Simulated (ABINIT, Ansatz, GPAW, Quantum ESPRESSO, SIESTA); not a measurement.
One calculation of ZrC, 6 ways

```
Zr C
1.0
     3.39148    0.00000    0.00000
    -1.69574    2.93710    0.00000
     0.00000    0.00000    5.29005
Zr C
2 2
Direct
  0.66667 0.33333 0.75000
  0.33333 0.66667 0.25000
  0.00000 0.00000 0.50000
  0.00000 0.00000 0.00000
```

The cell comes from a database or a generator and needn't be the stable form of this composition.

Alike in all runs: task single point; functional PBEsol; k mesh 9 × 9 × 5; occupations fermi-dirac, width 0.05 eV; no spin polarisation; no spin-orbit coupling. Pressure is positive in compression and, in plane waves, holds the error of the finite cutoff, which Ansatz's Pulay term estimates and takes out.

```json
{"program and potentials": "Ansatz, Ansatz PAW", "plane-wave cutoff (eV)": "420", "notes": "potentials made for PBE, which Ansatz adapts in part; Pulay term of +0.20 GPa included", "pressure (GPa)": "-7.83"}
{"program and potentials": "Quantum ESPRESSO, GBRV 1.5 PBEsol", "plane-wave cutoff (eV)": "612", "notes": "-", "pressure (GPa)": "-7.94"}
{"program and potentials": "GPAW, PAW data sets generated for this functional", "plane-wave cutoff (eV)": "800", "notes": "-", "pressure (GPa)": "-8.69"}
{"program and potentials": "ABINIT, PseudoDojo NC SR PBEsol v0.4.1 standard", "plane-wave cutoff (eV)": "1116", "notes": "-", "pressure (GPa)": "-7.59"}
{"program and potentials": "SIESTA, files PseudoDojo sr-pbesol-0.4.1-standard, DZP (energy shift 0.003 Ry; two zetas on semicore shells)", "plane-wave cutoff (eV)": "-", "notes": "atomic basis", "pressure (GPa)": "-5.72"}
{"program and potentials": "Ansatz, all-electron LAPW, scalar-relativistic", "plane-wave cutoff (eV)": "-", "notes": "-", "pressure (GPa)": "-7.77"}
```

The pressure spans -8.69 (GPAW, PAW data sets generated for this functional) to -5.72 GPa (SIESTA, files PseudoDojo sr-pbesol-0.4.1-standard, DZP (energy shift 0.003 Ry; two zetas on semicore shells)), with all-electron results at -7.77. The pressure on the cell as given of SIESTA, files PseudoDojo sr-pbesol-0.4.1-standard, DZP (energy shift 0.003 Ry; two zetas on semicore shells) lies far from the others; the cause wasn't traced. Rows in atomic bases carry the error of their basis and grid, which can be large.

Differences between rows come from potentials, basis sets and numerical settings, since the functional is the same but for its coding. Runs on potential files found faulty are left out.
